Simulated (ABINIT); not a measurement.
Runs of ABINIT 10.8.3 (patched build) on Si. Symmetry: I4_1/amd, No. 141, tetragonal system. Conventional cell: a = 4.743 Å, b = 4.743 Å, c = 2.659 Å, α = 90.00°, β = 90.00°, γ = 90.00°. Around Si (site symmetry -4m2) lie 6 Si at 2.46 to 2.66 Å. This isn't the form of Si at room conditions, which is diamond.

| task | level | potentials or basis | cell | k mesh | cutoff (eV) | fine-grid cutoff | cell freedom (optcell) | cutoff smearing ecutsm (Ha) | optimiser (ionmov) | force stop (Ha/bohr) | gap on the mesh (eV) | pressure (GPa) | relaxed volume (Å³/atom) |
| --- | --- | --- | --- | --- | --- | --- | --- | --- | --- | --- | --- | --- | --- |
| single point | PBE | JTH PAW PBE v2.0 | atoms moved at random, drawn with an rms of 0.05 Å | 11 × 11 × 11 | 408 | 816.342 eV | - | - | - | - | none | 3.2 | - |
| single point | PBE | JTH PAW PBE v2.0 | as given | 11 × 11 × 11 | 408 | 816.342 eV | - | - | - | - | none | 3.2 | - |
| relaxation of cell and atoms | LDA | JTH PAW LDA v2.0 | relaxed | 11 × 11 × 11 | 408 | 816.342 eV | 2 | 0.5 | 2 | 0.0005 | none | -0.1 | 14.81 |
| relaxation of cell and atoms | PBEsol | JTH PAW PBE v2.0 | relaxed | 11 × 11 × 11 | 408 | 816.342 eV | 2 | 0.5 | 2 | 0.0005 | none | -0.1 | (a) |
| relaxation of cell and atoms | r2SCAN | JTH PAW PBE v2.0 | relaxed | 9 × 9 × 9 | 490 | 979.61 eV | 2 | 0.5 | 2 | 0.0005 | none | 0.0 | 15.26 |

Alike in all rows: no spin polarisation; smearing fermi-dirac 0.05 eV.

Fill in the values left out.

(a) 15.01.

Caveats: the PAW data sets were made with another functional, which shifts forces and pressure a little (some runs).

A gap of «none» marks a metal or a gap under the smearing width.
